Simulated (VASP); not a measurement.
# La (P6_3/mmc) in VASP: settings compared

One crystal, La, is run at these levels: PBE, r2SCAN, LDA; tasks: single point.

Everything below comes from runs of VASP 6.6.1. Logs are shortened: lines on timing, memory, paths and dates and some standing lists are left out, and cuts for length are marked.

## (1) The crystal as given

Symmetry: P6_3/mmc, No. 194, hexagonal system. Conventional cell: a = 3.750 Å, b = 3.750 Å, c = 6.070 Å, α = 90.00°, β = 90.00°, γ = 120.00°. La (site symmetry -6m2) is surrounded by 12 La at 3.73 to 3.75 Å.

This isn't the form of La at room conditions, which is double hcp.

## (2) Single point, PBE

Input file INCAR:

```
SYSTEM = La
PREC = Accurate
ENCUT = 520
EDIFF = 1E-6
ISMEAR = -1
SIGMA = 0.05
LREAL = .FALSE.
LASPH = .TRUE.
NELM = 100
ALGO = Fast
ISIF = 2
LWAVE = .FALSE.
LCHARG = .FALSE.
GGA = PE
NBANDS = 18
```

Input file KPOINTS:

```
regular mesh
0
G
  11 11 6
  0 0 0
```

Input file POSCAR:

```
La
1.0
    3.7500020507      0.0000000000      0.0000000000
   -1.8750010253      3.2475970401      0.0000000000
    0.0000000000      0.0000000000      6.0700000000
La
2
Direct
    0.3333333333      0.6666666667      0.2500000000
    0.6666666667      0.3333333333      0.7500000000
```

Potentials or basis: VASP PAW PBE potentials, release 64 (La).

Run with:

```bash
$ cat potpaw_PBE.64/La/POTCAR > POTCAR
$ mpirun -np 1 vasp_std > vasp.out
```

OUTCAR:

```text
SYSTEM = La
   PREC = Accurate
   ENCUT = 520
   EDIFF = 1E-6
   ISMEAR = -1
   LREAL = .FALSE.
   LASPH = .TRUE.
   NELM = 100
   ISIF = 2
   GGA = PE

 ion  position               nearest neighbor table
   1  0.333  0.667  0.250-
   2  0.667  0.333  0.750-

  LATTYP: Found a hexagonal cell.
 ALAT       =     3.7500020507
 C/A-ratio  =     1.6186657815

  Lattice vectors:

 A1 = (   3.7500020507,   0.0000000000,   0.0000000000)
 A2 = (  -1.8750010253,   3.2475970401,   0.0000000000)
 A3 = (   0.0000000000,   0.0000000000,   6.0700000000)

Analysis of symmetry for initial positions (statically):
=====================================================================
 Subroutine PRICEL returns:
 Original cell was already a primitive cell.

 Routine SETGRP: Setting up the symmetry group for a
 hexagonal supercell.

 Subroutine GETGRP returns: Found 24 space group operations
 (whereof 12 operations were pure point group operations)
 out of a pool of 24 trial point group operations.

The static configuration has the point symmetry D_3d.
 The point group associated with its full space group is D_6h.

Analysis of symmetry for dynamics (positions and initial velocities):
=====================================================================
 Subroutine PRICEL returns:
 Original cell was already a primitive cell.

 Routine SETGRP: Setting up the symmetry group for a
 hexagonal supercell.

 Subroutine GETGRP returns: Found 24 space group operations
 (whereof 12 operations were pure point group operations)
 out of a pool of 24 trial point group operations.

The dynamic configuration has the point symmetry D_3d.
 The point group associated with its full space group is D_6h.

 Subroutine INISYM returns: Found 24 space group operations
 (whereof 12 operations are pure point group operations),
 and found     1 'primitive' translations

----------------------------------------------------------------------------------------

                                     Primitive cell

  volume of cell :      73.9235

  direct lattice vectors                    reciprocal lattice vectors
     3.750002051  0.000000000  0.000000000     0.266666521  0.153959988  0.000000000
    -1.875001025  3.247597040  0.000000000     0.000000000  0.307919975  0.000000000
     0.000000000  0.000000000  6.070000000     0.000000000  0.000000000  0.164744646

  length of vectors
     3.750002051  3.750002051  6.070000000     0.307919975  0.307919975  0.164744646

  position of ions in fractional coordinates (direct lattice)
     0.333333333  0.666666667  0.250000000
     0.666666667  0.333333333  0.750000000

  ion indices of the primitive-cell ions
   primitive index   ion index
                 1           1
                 2           2

----------------------------------------------------------------------------------------

 KPOINTS: regular mesh

Automatic generation of k-mesh.
 Grid dimensions read from file:
 generate k-points for:   11   11    6

 Generating k-lattice:

  Cartesian coordinates                     Fractional coordinates (reciprocal lattice)
     0.024242411  0.013996363  0.000000000     0.090909091 -0.000000000  0.000000000
     0.000000000  0.027992725  0.000000000     0.000000000  0.090909091  0.000000000
     0.000000000  0.000000000  0.027457441     0.000000000  0.000000000  0.166666667

  Length of vectors
     0.027992725  0.027992725  0.027457441

  Shift w.r.t. Gamma in fractional coordinates (k-lattice)
     0.000000000  0.000000000  0.000000000

 Subroutine IBZKPT returns following result:
 ===========================================

 Found     64 irreducible k-points:

 Following reciprocal coordinates:
            Coordinates               Weight
  0.000000  0.000000  0.000000      1.000000
  0.090909 -0.000000  0.000000      6.000000
  0.181818  0.000000  0.000000      6.000000
  0.272727 -0.000000  0.000000      6.000000
  0.363636 -0.000000  0.000000      6.000000
  0.454545  0.000000  0.000000      6.000000
[... 16 lines left out ...]
  0.090909  0.090909  0.166667     12.000000
  0.181818  0.090909  0.166667     24.000000
 [... further k-points ...]
   k-points           NKPTS =     64   k-points in BZ     NKDIM =     64   number of bands    NBANDS=     18
   number of dos      NEDOS =    301   number of ions     NIONS =      2
   total plane-waves  NPLWV =  37632
   dimension x,y,z NGX =    28 NGY =   28 NGZ =   48
   dimension x,y,z NGXF=    56 NGYF=   56 NGZF=   96
   ions per type =               2
   NGX,Y,Z   is equivalent  to a cutoff of  12.41, 12.41, 13.15 a.u.
   NGXF,Y,Z  is equivalent  to a cutoff of  24.83, 24.83, 26.29 a.u.
 SYSTEM =  La
   PREC   = accura    normal or accurate (medium, high low for compatibility)
   ISTART =      0    job   : 0-new  1-cont  2-samecut
   ICHARG =      2    charge: 1-file 2-atom 10-const
   ISPIN  =      1    spin polarized calculation?
   LNONCOLLINEAR =      F non collinear calculations
   LSORBIT =      F    spin-orbit coupling
   LASPH  =      T    aspherical Exc in radial PAW
   ENCUT  =  520.0 eV  38.22 Ry    6.18 a.u.   6.97  6.97 11.29*2*pi/ulx,y,z
   NELM   =    100;   NELMIN=  2; NELMDL= -5     # of ELM steps
   EDIFF  = 0.1E-05   stopping-criterion for ELM
   LREAL  =      F    real-space projection
   EDIFFG = 0.1E-04   stopping-criterion for IOM
   NSW    =      0    number of steps for IOM
   IBRION =     -1    ionic relax: 0-MD 1-quasi-New 2-CG
   NFREE  =      0    steps in history (QN), initial steepest desc. (CG)
   ISIF   =      2    stress and relaxation
   ISYM   =      2    0-nonsym 1-usesym 2-fastsym
   POTIM  = 0.5000    time-step for ionic-motion
   TEBEG  =    0.0;   TEEND  =   0.0 temperature during run
   PSTRESS=    0.0 pullay stress
   NELECT =      22.0000    total number of electrons
   NUPDOWN=      -1.0000    fix difference up-down
   EMIN   =  10.00;   EMAX   =-10.00  energy-range for DOS
   EFERMI =   0.00;   METHOD = LEGACY
   ISMEAR =    -1;   SIGMA  =   0.05  broadening in eV -4-tet -1-fermi 0-gaus
   EFERMI_NEDOS =   21; number of points for ismear=-14 and -15
   IALGO  =     68    algorithm
   IMIX   =      4    mixing-type and parameters
     AMIX     =   0.40;   BMIX     =  1.00
     AMIX_MAG =   1.60;   BMIX_MAG =  1.00
  volume/ion in A,a.u.               =      36.96       249.43
  Fermi-wavevector in a.u.,A,eV,Ry     =   1.093004  2.065477 16.254295  1.194657
  Thomas-Fermi vector in A             =   2.229280
   LORBIT       =      0    0 simple, 1 ext, 2 COOP (PROOUT), +10 PAW based schemes
   GGA     = PE    functional components
   LHFCALC =     F    Hartree Fock is set to
   AEXX    =    0.0000 exact exchange contribution
   IVDW    =     0    specifies the selected vdW correction
   LEPSILON=     F    determine dielectric tensor
   LRPA    =     F    only Hartree local field effects (RPA)
 non-spin polarized calculation
 RMM-DIIS sequential band-by-band and
  energy-cutoff  :      520.00
  volume of cell :       73.92
 maximum number of plane-waves:      2011
 NGX is ok and might be reduce to    28
   NGX = 13   NGY = 13   NGZ = 23

 number of electron      21.9999997 magnetization

 Free energy of the ion-electron system (eV)
  ---------------------------------------------------
  ext. energy  EPLUGINS =         0.00000000
  ---------------------------------------------------
  free energy    TOTEN  =        -9.72474499 eV

  energy without entropy =       -9.69104928  energy(sigma->0) =       -9.70789714

 E-fermi :   7.9028     XC(G=0):  -9.5802

 val. band max:        7.8969673789   @ k =   0.2727   0.2727   0.1667
 cond. band min:       7.9046447829   @ k =   0.1818   0.0909   0.0000
 fundamental gap:      0.0076774040
 Fermi energy:         7.9028161744

 k-point     1 :       0.0000    0.0000    0.0000
  band No.  band energies     occupation
      1     -24.9488      2.00000
      2     -24.7427      2.00000
      3      -9.3409      2.00000
      4      -8.1326      2.00000
      5      -8.1326      2.00000
      6      -7.9458      2.00000
[... 10 lines left out ...]
     17       9.6257      0.00000
     18       9.7053      0.00000

 k-point     2 :       0.0909   -0.0000    0.0000
  band No.  band energies     occupation
      1     -24.9353      2.00000
      2     -24.7363      2.00000
      3      -9.3059      2.00000
      4      -8.2236      2.00000
      5      -8.1610      2.00000
      6      -8.0392      2.00000
[... 10 lines left out ...]
     17       9.6229      0.00000
     18       9.7218      0.00000

 k-point     3 :       0.1818    0.0000    0.0000
  band No.  band energies     occupation
      1     -24.8981      2.00000
      2     -24.7198      2.00000
      3      -9.2060      2.00000
      4      -8.4630      2.00000
      5      -8.2769      2.00000
      6      -8.2331      2.00000
[... 10 lines left out ...]
     17       9.6603      0.00000
     18       9.8968      0.00000

 k-point     4 :       0.2727   -0.0000    0.0000
  band No.  band energies     occupation
      1     -24.8463      2.00000
      2     -24.7004      2.00000
      3      -9.0565      2.00000
      4      -8.7660      2.00000
      5      -8.5649      2.00000
      6      -8.3213      2.00000
[... 375 lines left out ...]
      4      -9.0203      2.00000
      5      -8.6433      2.00000
      6      -8.4210      2.00000
[... 10 lines left out ...]
     17       9.7713      0.00000
     18       9.8371      0.00000

 k-point    23 :       0.0909    0.0909    0.1667
  band No.  band energies     occupation
      1     -24.8979      2.00000
      2     -24.7376      2.00000
      3      -9.1713      2.00000
      4      -8.3447      2.00000
      5      -8.3014      2.00000
      6      -8.1747      2.00000
[... 10 lines left out ...]
     17       9.7010      0.00000
     18       9.7782      0.00000

 k-point    24 :       0.1818    0.0909    0.1667
  band No.  band energies     occupation
      1     -24.8549      2.00000
      2     -24.7178      2.00000
      3      -9.0815      2.00000
      4      -8.5889      2.00000
      5      -8.5234      2.00000
      6      -8.2731      2.00000
[... 10 lines left out ...]
     17       9.7557      0.00000
     18       9.8469      0.00000

 [... further k-points ...]

------------------------ aborting loop because EDIFF is reached ----------------------------------------

  FORCE on cell =-STRESS in cart. coord.  units (eV):
  Direction    XX          YY          ZZ          XY          YZ          ZX
  --------------------------------------------------------------------------------------
  -------------------------------------------------------------------------------------
  Total        0.2682403      0.2682403      0.1762393      0.0000000     -0.0000000     -0.0000000
  in kB        5.8136947      5.8136947      3.8197152      0.0000000     -0.0000000     -0.0000000
  external PRESSURE =       5.1490349 kB  Pullay stress =       0.0000000 kB

 VOLUME and BASIS-vectors are now :
 -----------------------------------------------------------------------------
  energy-cutoff  :      520.00
  volume of cell :       73.92
      direct lattice vectors                 reciprocal lattice vectors
     3.750002051  0.000000000  0.000000000     0.266666521  0.153959988  0.000000000
    -1.875001025  3.247597040  0.000000000     0.000000000  0.307919975  0.000000000
     0.000000000  0.000000000  6.070000000     0.000000000  0.000000000  0.164744646

 POSITION                                       TOTAL-FORCE (eV/Angst)
 -----------------------------------------------------------------------------------
     -0.00000      2.16506      1.51750        -0.000000     -0.000000      0.000000
      1.87500      1.08253      4.55250         0.000000      0.000000      0.000000
 -----------------------------------------------------------------------------------
    total drift:                               -0.000000      0.000000     -0.000000

  FREE ENERGIE OF THE ION-ELECTRON SYSTEM (eV)
  ---------------------------------------------------
  free  energy   TOTEN  =        -9.7247449906 eV

  energy  without entropy=       -9.6910492807  energy(sigma->0) =       -9.70789714
```

Run time: 2.6 min. Hardware: 1 thread of Intel Xeon Platinum 8559C (Emerald Rapids), shared host; peak memory 0.24 GiB.

What came out:

| Property | Result |
| --- | --- |
| Free energy | -9.7247 eV |
| Pressure | 0.5 GPa |
| Band gap on the k mesh | none (metal or under the smearing width) |

The run has no spin-orbit coupling, so splittings on La are missing.

## (3) Single point, r2SCAN

POSCAR is that of step 2.

Input file INCAR.step1:

```
SYSTEM = La
PREC = Accurate
ENCUT = 520
ISMEAR = -1
SIGMA = 0.05
LREAL = .FALSE.
LASPH = .TRUE.
NELM = 100
NBANDS = 18
GGA = PE
ALGO = Normal
EDIFF = 1E-4
LWAVE = .TRUE.
LCHARG = .FALSE.
```

Input file INCAR.step2:

```
SYSTEM = La
PREC = Accurate
ENCUT = 520
EDIFF = 1E-7
ISMEAR = -1
SIGMA = 0.05
LREAL = .FALSE.
LASPH = .TRUE.
NELM = 100
ALGO = Normal
ISIF = 2
LWAVE = .FALSE.
LCHARG = .FALSE.
METAGGA = R2SCAN
LMIXTAU = .TRUE.
NBANDS = 18
ISTART = 1
```

KPOINTS is that of step 2.

Potentials or basis: VASP PAW PBE potentials, release 64 (La).

Run with:

```bash
$ cat potpaw_PBE.64/La/POTCAR > POTCAR
$ cp INCAR.step1 INCAR
$ mpirun -np 1 vasp_std > vasp.out
$ cp INCAR.step2 INCAR
$ mpirun -np 1 vasp_std > vasp.out
```

Wall time 3.5 min (1 thread of Intel Xeon 6975P-C (Granite Rapids), shared host); peak memory 0.25 GiB.

The run converged. Its results:

- Free energy: -59.4322 eV
- Pressure: 0.7 GPa
- Band gap on the k mesh: none (metal or under the smearing width)

Stress tensor (GPa, compression positive):
```
0.93 0.00 0.00
0.00 0.93 0.00
0.00 0.00 0.13
```

Levels at points of the mesh, in eV from the Fermi level:
```
           k point  band 9  band 10  band 11  band 12  band 13  band 14
(0.00, 0.00, 0.00)   -3.31    -1.82     1.31     1.48     1.48     1.81
(0.00, 0.00, 0.50)   -1.91    -1.91     0.64     0.64     1.54     1.54
```

Caveat: the PAW data sets were made with another functional, which shifts forces and pressure a little. The run has no spin-orbit coupling, so splittings on La are missing.

## (4) Single point, LDA

Input file INCAR:

```
SYSTEM = La
  ALGO = Normal
  EDIFF = 1E-6
  ENCUT = 520
  ISIF = 2
  ISMEAR = -1
  LASPH = .True.
  LCHARG = .True.
  LELF = .True.
  LREAL = .False.
  LVHAR = .True.
  LWAVE = .False.
  NBANDS = 18
  NELM = 100
  PREC = Accurate
  SIGMA = 0.05
```

Input file KPOINTS:

```
k-points
0
Gamma
  11 11 6
  0 0 0
```

POSCAR is that of step 3.

Potentials or basis: VASP PAW LDA potentials, release 64 (La).

Run with:

```bash
$ cat potpaw_LDA.64/La/POTCAR > POTCAR
$ mpirun -np 1 vasp_std > vasp.out
```

OUTCAR:

```text
SYSTEM = La
   EDIFF = 1E-6
   ENCUT = 520
   ISIF = 2
   ISMEAR = -1
   LASPH = .True.
   LREAL = .False.
   NELM = 100
   PREC = Accurate

 ion  position               nearest neighbor table
   1  0.333  0.667  0.250-
   2  0.667  0.333  0.750-

  LATTYP: Found a hexagonal cell.
 ALAT       =     3.7500020507
 C/A-ratio  =     1.6186657815

  Lattice vectors:

 A1 = (   3.7500020507,   0.0000000000,   0.0000000000)
 A2 = (  -1.8750010253,   3.2475970401,   0.0000000000)
 A3 = (   0.0000000000,   0.0000000000,   6.0700000000)

Analysis of symmetry for initial positions (statically):
=====================================================================
 Subroutine PRICEL returns:
 Original cell was already a primitive cell.

 Routine SETGRP: Setting up the symmetry group for a
 hexagonal supercell.

 Subroutine GETGRP returns: Found 24 space group operations
 (whereof 12 operations were pure point group operations)
 out of a pool of 24 trial point group operations.

The static configuration has the point symmetry D_3d.
 The point group associated with its full space group is D_6h.

[... 159 lines left out ...]

  energy without entropy =      -10.97291857  energy(sigma->0) =      -10.99022398

 E-fermi :   7.6923     XC(G=0):  -9.7834

 val. band max:        7.6875914628   @ k =   0.3636   0.2727   0.3333
 cond. band min:       7.7001944647   @ k =   0.2727   0.2727   0.1667
 fundamental gap:      0.0126030019
 Fermi energy:         7.6922865628

 k-point     1 :       0.0000    0.0000    0.0000
  band No.  band energies     occupation
      1     -25.0426      2.00000
      2     -24.8333      2.00000
      3      -9.4468      2.00000
      4      -8.2161      2.00000
      5      -8.2161      2.00000
      6      -8.0251      2.00000
[... 481 lines left out ...]
      5      -8.6152      2.00000
      6      -8.3596      2.00000
[... 10 lines left out ...]
     17       9.3314      0.00000
     18       9.3719      0.00000

 [... further k-points ...]

------------------------ aborting loop because EDIFF is reached ----------------------------------------

  FORCE on cell =-STRESS in cart. coord.  units (eV):
  Direction    XX          YY          ZZ          XY          YZ          ZX
  --------------------------------------------------------------------------------------
  -------------------------------------------------------------------------------------
  Total       -1.4064596     -1.4064596     -1.4664549     -0.0000000      0.0000000      0.0000000
  in kB      -30.4828458    -30.4828458    -31.7831514     -0.0000000      0.0000000      0.0000000
  external PRESSURE =     -30.9162810 kB  Pullay stress =       0.0000000 kB

 VOLUME and BASIS-vectors are now :
 -----------------------------------------------------------------------------
  energy-cutoff  :      520.00
  volume of cell :       73.92
      direct lattice vectors                 reciprocal lattice vectors
     3.750002051  0.000000000  0.000000000     0.266666521  0.153959988  0.000000000
    -1.875001025  3.247597040  0.000000000     0.000000000  0.307919975  0.000000000
     0.000000000  0.000000000  6.070000000     0.000000000  0.000000000  0.164744646

 POSITION                                       TOTAL-FORCE (eV/Angst)
 -----------------------------------------------------------------------------------
     -0.00000      2.16506      1.51750        -0.000000      0.000000      0.000000
      1.87500      1.08253      4.55250         0.000000     -0.000000      0.000000
 -----------------------------------------------------------------------------------
    total drift:                               -0.000000      0.000000     -0.000000

  FREE ENERGIE OF THE ION-ELECTRON SYSTEM (eV)
  ---------------------------------------------------
  free  energy   TOTEN  =       -11.0075293962 eV

  energy  without entropy=      -10.9729185694  energy(sigma->0) =      -10.99022398
```

It took 38 s on 1 thread of Intel Xeon 6975P-C (Granite Rapids), shared host; peak memory 0.22 GiB.

What came out:

- Free energy: -11.0075 eV
- Pressure: -3.1 GPa
- Band gap on the k mesh: none (metal or under the smearing width)

Stress tensor (GPa, compression positive):
```
-3.05  0.00  0.00
 0.00 -3.05  0.00
 0.00  0.00 -3.18
```

The run has no spin-orbit coupling, so splittings on La are missing.

## (5) Summary

```tsv
level	potentials or basis	gap on the mesh (eV)	pressure (GPa)
PBE	VASP PAW PBE potentials, release 64 (La)	none	0.5
r2SCAN	VASP PAW PBE potentials, release 64 (La)	none	0.7
LDA	VASP PAW LDA potentials, release 64 (La)	none	-3.1
```

Alike in all rows: task single point; no spin polarisation; cell as given; k mesh 11 × 11 × 6; cutoff (eV) 520; smearing fermi-dirac 0.05 eV.

Caveats: the PAW data sets were made with another functional, which shifts forces and pressure a little (some runs).

Absolute energies hang on the potentials; compare differences alone.
